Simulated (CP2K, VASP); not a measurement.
This is a calculation of MnS for CP2K 2026.2. The cell is a database's computed one, not the measured one.

mns_scf.inp

```
&GLOBAL
  PROJECT mns_scf
  RUN_TYPE ENERGY_FORCE
  PRINT_LEVEL LOW
&END GLOBAL
&FORCE_EVAL
  METHOD QS
  STRESS_TENSOR ANALYTICAL
  &DFT
    BASIS_SET_FILE_NAME BASIS_MOLOPT_UCL
    BASIS_SET_FILE_NAME BASIS_MOLOPT_UZH
    POTENTIAL_FILE_NAME GTH_POTENTIALS
    UKS T
    MULTIPLICITY 9
    &MGRID
      CUTOFF 500
      REL_CUTOFF 60
      NGRIDS 4
    &END MGRID
    &QS
      METHOD GPW
      EPS_DEFAULT 1.0E-10
    &END QS
    &KPOINTS
      SCHEME MONKHORST-PACK 8 8 4
      GAMMA_CENTERED T
      SYMMETRY T
      SYMMETRY_BACKEND SPGLIB
    &END KPOINTS
    &SCF
      SCF_GUESS ATOMIC
      EPS_SCF 1.0E-6
      MAX_SCF 150
      ADDED_MOS 20 28
      CHOLESKY OFF
      EPS_EIGVAL 1.0E-7
      &DIAGONALIZATION ON
        ALGORITHM STANDARD
      &END DIAGONALIZATION
      &MIXING ON
        METHOD PULAY_MIXING
        ALPHA 0.4
        BETA 1.5
        NBUFFER 6
      &END MIXING
      &SMEAR ON
        METHOD GAUSSIAN
        SIGMA [eV] 0.05
      &END SMEAR
    &END SCF
    &XC
      &XC_FUNCTIONAL
        &LDA_X
        &END LDA_X
        &LDA_C_PW
        &END LDA_C_PW
      &END XC_FUNCTIONAL
    &END XC
    &PRINT
      &KPOINTS ON
      &END KPOINTS
      &MULLIKEN ON
      &END MULLIKEN
      &MO ON
        ENERGIES T
        OCCUPATION_NUMBERS T
        &EACH
          QS_SCF 0
        &END EACH
        ADD_LAST NUMERIC
      &END MO
      &E_DENSITY_CUBE ON
        STRIDE 2
      &END E_DENSITY_CUBE
      &V_HARTREE_CUBE ON
        STRIDE 2
      &END V_HARTREE_CUBE
      &ELF_CUBE ON
        STRIDE 2
      &END ELF_CUBE
    &END PRINT
  &END DFT
  &SUBSYS
    &CELL
      ABC 3.9535769233 3.9535769233 6.3425288600
      ALPHA_BETA_GAMMA 90.0000000000 90.0000000000 120.0000000006
      PERIODIC XYZ
    &END CELL
    &COORD
      SCALED
      Mn  0.6666666667 0.3333333333 0.4988446700
      Mn  0.3333333333 0.6666666667 0.9988446700
      S   0.3333333333 0.6666666667 0.6261543000
      S   0.6666666667 0.3333333333 0.1261543000
    &END COORD
    &KIND Mn
      BASIS_SET TZVP-MOLOPT-SR-GTH-q15
      POTENTIAL GTH-PADE-q15
      MAGNETIZATION 4.0
    &END KIND
    &KIND S
      BASIS_SET TZVP-MOLOPT-PBE-GTH-q6
      POTENTIAL GTH-PADE-q6
    &END KIND
    &PRINT
      &ATOMIC_COORDINATES ON
      &END ATOMIC_COORDINATES
      &CELL ON
      &END CELL
    &END PRINT
  &END SUBSYS
  &PRINT
    &FORCES ON
    &END FORCES
    &STRESS_TENSOR ON
    &END STRESS_TENSOR
  &END PRINT
&END FORCE_EVAL
```

Potentials or basis: GTH_POTENTIALS Mn GTH-PADE-q15, S GTH-PADE-q6; TZVP-MOLOPT-SR-GTH, TZVP-MOLOPT-PBE-GTH basis.

Launch:

```console
$ OMP_NUM_THREADS=1 cp2k.psmp -i mns_scf.inp -o mns_scf.out
```

What does the same run look like in VASP 6.6.1? Potentials or basis there: LDA PAW files Mn_pv, S, 520 eV.

As run (cutoffs and basis follow the program's own potentials, and thresholds, step limits or extra output files can differ):

Contents of INCAR:

```
PREC = Accurate ; ENCUT = 520
EDIFF = 1E-6 ; ISMEAR = 0
SIGMA = 0.05 ; LREAL = False
LASPH = True ; NELM = 120
ALGO = Normal ; ISIF = 2
LWAVE = False ; LCHARG = False
ISPIN = 2 ; MAGMOM = 4 4 0 0
LORBIT = 11 ; LMAXMIX = 4
GGA = CA
```

KPOINTS

```
regular mesh
0
Gamma
  8 8 4
```

POSCAR

```
MnS
3.9536
    0.999994163117      0.000000000000      0.000000000000
   -0.499997081571      0.866020348897      0.000000000000
    0.000000000000      0.000000000000      1.604241415419
Mn S
2 2
Direct
    0.6666666667      0.3333333333      0.4988446700
    0.3333333333      0.6666666667      0.9988446700
    0.3333333333      0.6666666667      0.6261543000
    0.6666666667      0.3333333333      0.1261543000
```

Potentials or basis: VASP PAW LDA potentials, release 64 (Mn_pv, S).

Command:

```sh
$ cat potpaw_LDA.64/Mn_pv/POTCAR potpaw_LDA.64/S/POTCAR > POTCAR
$ mpirun -np 1 vasp_std > vasp.out
```

Both were run:

|  | CP2K | VASP |
| --- | --- | --- |
| Pressure | -2.7 GPa | -4.5 GPa |
| Largest force | 0.274 eV/Å | 0.248 eV/Å |
| Net moment | 9.87 μB per cell | 9.52 μB per cell |

The potentials hold 42 and 38 valence electrons a cell.

The two programs' LDA may be different fits to the electron gas.

The magnetic state is the one that the start led to; the real crystal's order can differ.

Pressure is positive in compression.
